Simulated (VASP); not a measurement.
## Mg8Sn4H3N: single point with LDA

Mg8Sn4H3N, a slab with vacuum:

```
CELL_PARAMETERS angstrom
6.73900 0.00000 0.00000
0.00000 6.73900 0.00000
0.00000 0.00000 18.05425
ATOMIC_POSITIONS crystal
Mg 0.75019 0.75063 0.14127
Mg 0.24990 0.75084 0.14151
Mg 0.25047 0.24845 0.14117
Mg 0.74968 0.24869 0.14115
Mg 0.75855 0.23726 0.32951
Mg 0.24104 0.23769 0.33038
Mg 0.24186 0.75844 0.33357
Mg 0.75602 0.75922 0.33418
Sn 0.00000 0.00000 0.05539
Sn 0.50000 0.50000 0.05539
Sn 0.00071 0.50015 0.25041
Sn 0.49987 0.99734 0.25031
N 0.61604 0.61474 0.44630
H 0.72468 0.50994 0.45280
H 0.57241 0.65434 0.49857
H 0.49939 0.53885 0.42290
```

| Item | Value |
| --- | --- |
| Program | VASP 6.6.1 |
| Task | single point |
| Functional | LDA |
| Potentials or basis | VASP PAW LDA potentials, release 64 (Mg, Sn_d, N, H) |
| Cutoff | 520 eV |
| k mesh | 2 × 2 × 1 |
| Occupations | fermi-dirac, width 0.15 eV |
| Spin | no spin polarisation |

| Item | Value |
| --- | --- |
| Largest force | 0.716 eV/Å |
| Band gap on the k mesh | none (metal or under the smearing width) |

Forces on the atoms (eV/Å):
```
Mg  -0.015 -0.029  0.187
Mg   0.014 -0.035  0.190
Mg   0.022  0.019  0.198
Mg  -0.026  0.021  0.189
Mg   0.119 -0.155 -0.050
Mg  -0.053  0.025  0.144
Mg  -0.229  0.073 -0.124
Mg  -0.111 -0.053  0.611
Sn   0.002 -0.002 -0.258
Sn   0.002  0.018 -0.231
Sn  -0.115  0.072 -0.184
Sn  -0.017 -0.102 -0.305
N    0.391  0.291 -0.525
H    0.333 -0.326  0.107
H   -0.020  0.414  0.171
H   -0.297 -0.232 -0.121
```

Levels at points of the mesh, in eV from the Fermi level:
```csv
k point,band 37,band 38,band 39,band 40,band 41,band 42,band 43,band 44
"(0.00, 0.00, 0.00)",-1.39,-1.03,-0.13,0.03,0.04,0.25,0.31,0.55
"(0.50, 0.00, 0.00)",-1.27,-1.16,-0.35,-0.31,-0.07,0.13,1.00,1.22
"(0.00, 0.50, 0.00)",-1.27,-1.16,-0.33,-0.32,-0.07,0.14,1.00,1.17
"(0.50, 0.50, 0.00)",-0.93,-0.74,0.12,0.25,0.26,0.32,0.77,1.16
```

Wall time 7.4 min on 1 thread of Intel(R) Xeon(R) Platinum 8375C CPU @ 2.90GHz (Ice Lake), with other jobs on the host, peak memory 0.63 GiB.

Caveat: the k mesh is coarse (spacing up to 0.47 Å⁻¹), so the values aren't converged.
